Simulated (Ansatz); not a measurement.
CsH (Fm-3m) from a database structure (r2SCAN geometry), in Ansatz:

```yaml
crystal:
  lattice:
    - [0.00000, 3.18920, 3.18920]
    - [3.18920, 0.00000, 3.18920]
    - [3.18920, 3.18920, 0.00000]
  atoms:
    - { symbol: Cs, position: [0.00000, 0.00000, 0.00000] }
    - { symbol: H, position: [0.50000, 0.50000, 0.50000] }
```

G0W0@r2SCAN with 480 empty bands, a screening cutoff of 220 eV and a 6×6×6 mesh (PAW, contour deformation) gives 4.544 eV over the mesh points, from an r2SCAN gap of 2.682 eV; it sums over 485 bands with 531 plane waves in the screening and a wave cutoff of 500 eV. The G0W0 figures hold for the stated bands, cutoff and mesh and aren't extrapolated. The values are computed, spin-unpolarised, and not measurements.

Task: Estimate the gap with starting point PBE0, with them a wave cutoff of 420 eV.

Result: 5.121 eV (+0.577 eV), from a Kohn-Sham gap of 3.971 eV.

Task: Estimate the gap with starting point HSE06, with them a wave cutoff of 420 eV.

Result: 4.858 eV (+0.314 eV), from a Kohn-Sham gap of 3.261 eV.

Task: Another run gave a Kohn-Sham gap of 2.682 eV and a G0W0 gap of 4.475 eV, summing over 198 bands with 181 plane waves in the screening and a wave cutoff of 500 eV. What was changed?

Result: Empty bands 193, screening cutoff 120 eV. The counts of bands and plane waves show that both rose or fell; the cutoff follows only within a few eV.

Task: Estimate the gap with empty bands 883, screening cutoff 300 eV.

Result: 4.563 eV (+0.019 eV), from a Kohn-Sham gap of 2.682 eV.

The runs are scalar-relativistic, without spin-orbit coupling.
